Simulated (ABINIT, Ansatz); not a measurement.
Planning a run of ABINIT 10.8.3 on NaCl (Fm-3m). The input:

```
acell 3*1.0 Angstrom
rprim 
  0.000000000000 2.810000000000 2.810000000000
  2.810000000000 0.000000000000 2.810000000000
  2.810000000000 2.810000000000 0.000000000000
ntypat 2
znucl 11 17
natom 2
typat 1 2
xred 
  0.000000000000 0.000000000000 0.000000000000
  0.500000000000 0.500000000000 0.500000000000
pp_dirpath "pseudos"
pseudos "Na.upf, Cl.upf"
ecut 38
ngkpt 6 6 6
nshiftk 1
shiftk 0 0 0
kptopt 1
chksymbreak 0
istwfk *1
occopt 1
irdwfk 1
optdriver 4
nband 243
gwcalctyp 0
ecutsigx 38
symsigma 1
nkptgw 1
kptgw 
  0.0000000000 0.0000000000 0.0000000000
bdgw 
  6 12
ecuteps 9.1
irdscr 1
ppmodel 1
indata_prefix "in"
outdata_prefix "out"
tmpdata_prefix "tmp"
```

The database entry behind the starting cell differs from later determinations by our own check (an axis about 0.4 % short against later determinations), so it need not match the best structure at ambient conditions.

```sh
OMP_NUM_THREADS=1 mpirun -n 4 abinit run.abi > log
```

**Question.** How long will it take on 4 MPI ranks of Intel Xeon 6975P-C (Granite Rapids), shared host, and how much memory?

It took 34 s; on shared hardware allow 17 s to 67 s. Peak host memory was 3.2 GiB.

[Paths, hosts, dates, memory and timing lines, banners, echoed tables and standing remarks are left out of the program output.]

[Logs are printed without paths, hosts, clocks, repeated set-up lines and the standing remarks that a program may print on its own settings, such as how far it seeks lower states.]

[Runs of the session that timed out or met a known fault of the program may be left out.]

[Hosts, paths, dates, database ids (printed as entryN), source tags and the programs' standing remarks are cut or masked in the printed files.]

[G0W0 gaps are taken among the corrected bands and points alone; a level outside them can change the order at an edge.]

[Where Ansatz stands beside ABINIT at settings called matched, ABINIT's density can come from a denser mesh and the files from another edition; pairs whose starting gaps differed by over 0.03 eV were left out, so agreement reads better than it is.]
